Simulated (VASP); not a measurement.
# InPd (Pm-3m) in VASP: further runs

One crystal, InPd, is run at these levels: r2SCAN; tasks: single point.

All numbers are computed with VASP 6.6.1; they aren't measurements. Logs are shortened: lines on timing, memory, paths and dates and some standing lists are left out, and cuts for length are marked.

## (1) The crystal as given

It takes space group Pm-3m (No. 221, cubic). The conventional cell has a = 3.272 Å, b = 3.272 Å, c = 3.272 Å, α = 90.00°, β = 90.00°, γ = 90.00°. Around In (site symmetry m-3m) lie 8 Pd at 2.83 Å. Pd (site symmetry m-3m) has 8 In at 2.83 Å as nearest neighbours.

The cell comes from a database or a generator and needn't be the stable form of this composition.

## (2) Single point, r2SCAN

File INCAR:

```
  PREC = Normal
  ENCUT = 400
  EDIFF = 1E-6
  ISMEAR = 0
  SIGMA = 0.15
  LREAL = F
  LASPH = T
  NELM = 100
  ALGO = Normal
  ISIF = 2
  LWAVE = F
  LCHARG = F
  METAGGA = R2SCAN
  LMIXTAU = T
  ADDGRID = F
```

File KPOINTS:

```
regular mesh
0
Gamma
  6 6 6
```

File POSCAR:

```
InPd
1.0
    3.2718847800      0.0000000000      0.0000000000
    0.0000000000      3.2718847800      0.0000000000
    0.0000000000      0.0000000000      3.2718847800
In Pd
1 1
Direct
    0.0000000000      0.0000000000      0.0000000000
    0.5000000000      0.5000000000      0.5000000000
```

Potentials or basis: VASP PAW PBE potentials, release 64 (In_d, Pd).

Started as:

```sh
$ cat potpaw_PBE.64/In_d/POTCAR potpaw_PBE.64/Pd/POTCAR > POTCAR
$ mpirun -np 1 vasp_std > vasp.out
```

OUTCAR:

```text
PREC = Normal
   ENCUT = 400
   EDIFF = 1E-6
   ISMEAR = 0
   LREAL = F
   LASPH = T
   NELM = 100
   ISIF = 2
   METAGGA = R2SCAN

 Found     20 irreducible k-points:

 Following reciprocal coordinates:
            Coordinates               Weight
  0.000000  0.000000  0.000000      1.000000
  0.166667  0.000000  0.000000      6.000000
  0.333333  0.000000  0.000000      6.000000
  0.500000  0.000000  0.000000      3.000000
  0.166667  0.166667  0.000000     12.000000
  0.333333  0.166667  0.000000     24.000000
   k-points           NKPTS =     20   k-points in BZ     NKDIM =     20   number of bands    NBANDS=     15
   number of dos      NEDOS =    301   number of ions     NIONS =      2
   total plane-waves  NPLWV =   4096
   dimension x,y,z NGX =    16 NGY =   16 NGZ =   16
   dimension x,y,z NGXF=    32 NGYF=   32 NGZF=   32
   ions per type =               1   1
   NGX,Y,Z   is equivalent  to a cutoff of   8.13,  8.13,  8.13 a.u.
   NGXF,Y,Z  is equivalent  to a cutoff of  16.26, 16.26, 16.26 a.u.
 SYSTEM =  unknown system
   PREC   = normal    normal or accurate (medium, high low for compatibility)
   ISTART =      0    job   : 0-new  1-cont  2-samecut
   ICHARG =      2    charge: 1-file 2-atom 10-const
   ISPIN  =      1    spin polarized calculation?
   LNONCOLLINEAR =      F non collinear calculations
   LSORBIT =      F    spin-orbit coupling
   LASPH  =      T    aspherical Exc in radial PAW
   ENCUT  =  400.0 eV  29.40 Ry    5.42 a.u.   5.34  5.34  5.34*2*pi/ulx,y,z
   NELM   =    100;   NELMIN=  2; NELMDL= -5     # of ELM steps
   EDIFF  = 0.1E-05   stopping-criterion for ELM
   LREAL  =      F    real-space projection
   EDIFFG = 0.1E-04   stopping-criterion for IOM
   NSW    =      0    number of steps for IOM
   IBRION =     -1    ionic relax: 0-MD 1-quasi-New 2-CG
   NFREE  =      0    steps in history (QN), initial steepest desc. (CG)
   ISIF   =      2    stress and relaxation
   ISYM   =      2    0-nonsym 1-usesym 2-fastsym
   POTIM  = 0.5000    time-step for ionic-motion
   TEBEG  =    0.0;   TEEND  =   0.0 temperature during run
   PSTRESS=    0.0 pullay stress
   NELECT =      23.0000    total number of electrons
   NUPDOWN=      -1.0000    fix difference up-down
   EMIN   =  10.00;   EMAX   =-10.00  energy-range for DOS
   EFERMI =   0.00;   METHOD = LEGACY
   ISMEAR =     0;   SIGMA  =   0.15  broadening in eV -4-tet -1-fermi 0-gaus
   EFERMI_NEDOS =   21; number of points for ismear=-14 and -15
   IALGO  =     38    algorithm
   IMIX   =      4    mixing-type and parameters
     AMIX     =   0.40;   BMIX     =  1.00
     AMIX_MAG =   1.60;   BMIX_MAG =  1.00
  volume/ion in A,a.u.               =      17.51       118.18
  Fermi-wavevector in a.u.,A,eV,Ry     =   1.422938  2.688964 27.548447  2.024754
  Thomas-Fermi vector in A             =   2.543589
   LORBIT       =      0    0 simple, 1 ext, 2 COOP (PROOUT), +10 PAW based schemes
   METAGGA = R2SCAN    functional components
   LHFCALC =     F    Hartree Fock is set to
   AEXX    =    0.0000 exact exchange contribution
   IVDW    =     0    specifies the selected vdW correction
   LEPSILON=     F    determine dielectric tensor
   LRPA    =     F    only Hartree local field effects (RPA)
 non-spin polarized calculation
 Gauss-broadening in eV      SIGMA  =   0.15
  energy-cutoff  :      400.00
  volume of cell :       35.03
 maximum number of plane-waves:       655
   NGX = 11   NGY = 11   NGZ = 11

 number of electron      22.9999921 magnetization

 Free energy of the ion-electron system (eV)
  ---------------------------------------------------
  ext. energy  EPLUGINS =         0.00000000
  ---------------------------------------------------
  free energy    TOTEN  =       -46.61215534 eV

  energy without entropy =      -46.60344167  energy(sigma->0) =      -46.60779850

 E-fermi :  10.4587     XC(G=0): -13.2471

 val. band max:       10.3122360291   @ k =   0.3333   0.3333   0.0000
 cond. band min:      10.5458031633   @ k =   0.5000   0.3333   0.3333
 fundamental gap:      0.2335671343
 Fermi energy:        10.4586820281

 k-point     1 :       0.0000    0.0000    0.0000
  band No.  band energies     occupation
      1      -5.1373      2.00000
      2      -5.1373      2.00000
      3      -4.7108      2.00000
      4      -4.7108      2.00000
      5      -4.7108      2.00000
      6      -0.0448      2.00000
      7       6.3748      2.00000
      8       6.3748      2.00000
      9       7.9893      2.00000
     10       7.9893      2.00000
     11       7.9893      2.00000
     12      14.9128      0.00000
     13      14.9128      0.00000
     14      14.9128      0.00000
     15      20.5243      0.00000

 k-point     2 :       0.1667    0.0000    0.0000
  band No.  band energies     occupation
      1      -5.1221      2.00000
      2      -5.0454      2.00000
      3      -4.7388      2.00000
      4      -4.7388      2.00000
      5      -4.7025      2.00000
      6       0.4162      2.00000
      7       6.3815      2.00000
      8       6.4218      2.00000
      9       7.6880      2.00000
     10       7.6880      2.00000
     11       7.9707      2.00000
     12      12.5050      0.00000
     13      15.7886      0.00000
     14      15.7886      0.00000
     15      20.8759      0.00000

 k-point     3 :       0.3333    0.0000    0.0000
  band No.  band energies     occupation
      1      -5.0912      2.00000
      2      -4.8629      2.00000
      3      -4.7942      2.00000
      4      -4.7942      2.00000
      5      -4.6858      2.00000
      6       1.7729      2.00000
      7       5.9169      2.00000
      8       6.3952      2.00000
      9       7.1890      2.00000
     10       7.1890      2.00000
     11       7.9340      2.00000
     12       9.8368      2.00000
     13      17.9922      0.00000
     14      17.9922      0.00000
     15      20.7994      0.00000

 k-point     4 :       0.5000    0.0000    0.0000
  band No.  band energies     occupation
      1      -5.0758      2.00000
      2      -4.8217      2.00000
      3      -4.8217      2.00000
      4      -4.7724      2.00000
      5      -4.6774      2.00000
      6       3.6406      2.00000
      7       4.1303      2.00000
      8       6.4021      2.00000
      9       6.9745      2.00000
     10       6.9745      2.00000
     11       7.9155      2.00000
     12       9.1954      2.00000
     13      20.5047      0.00000
     14      20.5047      0.00000
     15      20.6109      0.00000

 k-point     5 :       0.1667    0.1667    0.0000
  band No.  band energies     occupation
      1      -5.0733      2.00000
      2      -4.9883      2.00000
      3      -4.7778      2.00000
      4      -4.7469      2.00000
      5      -4.7229      2.00000
      6       0.8663      2.00000
      7       6.4078      2.00000
      8       6.5236      2.00000
      9       7.3716      2.00000
     10       7.5855      2.00000
     11       7.8697      2.00000
     12      13.0324      0.00000
     13      13.3839      0.00000
     14      16.5278      0.00000
     15      20.9593      0.00000

 k-point     6 :       0.3333    0.1667    0.0000
  band No.  band energies     occupation
      1      -5.0357      2.00000
      2      -4.8534      2.00000
      3      -4.8146      2.00000
      4      -4.8008      2.00000
      5      -4.7253      2.00000
      6       2.1638      2.00000
      7       5.9771      2.00000
      8       6.5717      2.00000
      9       7.1509      2.00000
     10       7.2733      2.00000
     11       7.8249      2.00000
     12      10.1887      1.98909
     13      14.9357      0.00000
     14      18.4543      0.00000
     15      20.0603      0.00000

 [... further k-points ...]

------------------------ aborting loop because EDIFF is reached ----------------------------------------

  FORCE on cell =-STRESS in cart. coord.  units (eV):
  Direction    XX          YY          ZZ          XY          YZ          ZX
  --------------------------------------------------------------------------------------
  -------------------------------------------------------------------------------------
  Total        0.0022824      0.0022824      0.0022824     -0.0000000      0.0000000     -0.0000000
  in kB        0.1044010      0.1044010      0.1044010     -0.0000000      0.0000000     -0.0000000
  external PRESSURE =       0.1044010 kB  Pullay stress =       0.0000000 kB

 VOLUME and BASIS-vectors are now :
 -----------------------------------------------------------------------------
  energy-cutoff  :      400.00
  volume of cell :       35.03
      direct lattice vectors                 reciprocal lattice vectors
     3.271884780  0.000000000  0.000000000     0.305634234  0.000000000  0.000000000
     0.000000000  3.271884780  0.000000000     0.000000000  0.305634234  0.000000000
     0.000000000  0.000000000  3.271884780     0.000000000  0.000000000  0.305634234

 POSITION                                       TOTAL-FORCE (eV/Angst)
 -----------------------------------------------------------------------------------
      0.00000      0.00000      0.00000         0.000000      0.000000      0.000000
      1.63594      1.63594      1.63594         0.000000      0.000000      0.000000
 -----------------------------------------------------------------------------------
    total drift:                                0.000000      0.000000      0.000000

  FREE ENERGIE OF THE ION-ELECTRON SYSTEM (eV)
  ---------------------------------------------------
  free  energy   TOTEN  =       -46.6121553403 eV

  energy  without entropy=      -46.6034416678  energy(sigma->0) =      -46.60779850
```

Wall time 9.6 s (1 thread of Intel Xeon 6975P-C (Granite Rapids), shared host); peak memory 0.12 GiB.

These settings aren't checked as converged: the numbers below hold their error.

Results:

- Free energy: -46.6122 eV
- Pressure: 0.0 GPa
- Band gap on the k mesh: none (metal or under the smearing width)

Caveat: the PAW data sets were made with another functional, which shifts forces and pressure a little.

[end of part 1 of 2]
